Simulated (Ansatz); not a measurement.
## Cu: equation of state with BLYP

Crystal: Cu.

```
Cu
1.0
    -1.44279    1.44279    1.37608
     1.44279   -1.44279    1.37608
     1.44279    1.44279   -1.37608
Cu
1
Cartesian
  0.0000 0.0000 0.0000
```

This isn't the form of Cu at room conditions, which is fcc.

| Item | Value |
| --- | --- |
| Program | Ansatz 0.2.0 |
| Task | equation of state |
| Functional | BLYP |
| Potentials or basis | all-electron LAPW, scalar-relativistic |
| Basis error allowed | 0.001 eV/atom |
| k mesh | 10 × 10 × 10 |
| Occupations | cold, width 0.1 eV |
| Spin | non-collinear spin, ferromagnetic start |
| Starting moments | [[0.6, 0.0, 0.0]] μB |

| Property | Result |
| --- | --- |
| Equilibrium volume | 12.78 Å³/atom (rough: see the caveat) |
| Bulk modulus at fixed shape and positions | 111 GPa (rough) |

Energy against volume, from the lowest point:
```
volume (Å³/atom)  energy (meV/atom)
          10.771             142.70
          11.000             104.33
          11.229              72.66
          11.458              47.00
          11.687              26.69
          11.916              11.19
          12.146               0.00
```

All runs of the series together: 3.6 min on 1 thread of Intel(R) Xeon(R) 6975P-C (Granite Rapids), on a shared host.

Caveat: the minimum lies outside the volumes run; the program listed the state as in doubt; the cell was scaled at fixed shape and fractional positions, which overstates the stiffness of a crystal with free parameters, most of all of layers and chains; the starting moments weren't kept.
